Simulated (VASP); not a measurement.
BaTe, 2 atoms in the cell. Symmetry: Fm-3m, No. 225, cubic system. The conventional cell has a = 6.820 Å, b = 6.820 Å, c = 6.820 Å, α = 90.00°, β = 90.00°, γ = 90.00°. Ba (site symmetry m-3m) is surrounded by 6 Te at 3.41 Å. Te (site symmetry m-3m) has 6 Ba at 3.41 Å as nearest neighbours. 

* Program: VASP 6.6.1
* Task: band structure
* Functional: PW91
* Potentials or basis: VASP PAW PBE potentials, release 64 (Ba_sv_GW, Te_GW)
* Cutoff: 600 eV
* k mesh: 5 × 5 × 5
* Occupations: gaussian, width 0.1 eV
* Spin: spin-orbit coupling, no magnetisation
* Further INCAR settings: ALGO = Normal; EDIFF = 1.00e-06; ISYM = 0

Potentials or basis: VASP PAW PBE potentials, release 64 (Ba_sv_GW, Te_GW).

The run is started by

```bash
$ python run.py
```

Hardware: 1 thread of Intel(R) Xeon(R) Platinum 8488C (Sapphire Rapids) (shared host).

Problem. How long does it take, and how much memory?

Solution. Wall time 5.9 min on 1 thread of Intel(R) Xeon(R) Platinum 8488C (Sapphire Rapids) (shared host), peak memory 0.55 GiB. Counts: scf iterations 9, k points 40.
